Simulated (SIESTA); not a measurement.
Cu:

```xyz
1
Lattice="0.0000 1.8075 1.8075 1.8075 0.0000 1.8075 1.8075 1.8075 0.0000" Properties=species:S:1:pos:R:3 pbc="T T T"
Cu    0.0000    0.0000    0.0000
```

Base run:

| Quantity | Value |
| --- | --- |
| Program | SIESTA 5.4.2 |
| Functional | vdW-DF-cx |
| Potentials or basis | PseudoDojo 0.4 standard (PBE files) |
| Basis | DZP (energy shift 0.002 Ry) |
| Grid cutoff | 800 Ry |
| Energy shift | 0.002 Ry |
| k mesh | 13 × 13 × 13 |
| Occupations | fermi-dirac, width 0.05 eV |
| Spin | no spin polarisation |

Its results: band gap on the k mesh none (metal or under the smearing width); pressure -5.4 GPa.

Problem. After a change of settings the same cell gave: band gap on the k mesh none (metal or under the smearing width); pressure -0.1 GPa. Which change was it?
A. functional from vdW-DF-cx to PW91
B. functional from vdW-DF-cx to SVWN5; potentials or basis from PseudoDojo 0.4 standard (PBE files) to PseudoDojo 0.4 standard (LDA files)
C. functional from vdW-DF-cx to SOGGA; potentials or basis from PseudoDojo 0.4 standard (PBE files) to PseudoDojo 0.4 standard (PBEsol files)

Solution. A.

Caveats: semicore shells carry a single zeta, which can move pressures by several GPa and volumes by a few percent; the potentials were made for another functional, which shifts forces and pressure; the basis of atomic orbitals isn't converged, which shifts pressures, moduli and gaps.

Runs at the PBE level aren't shown here.
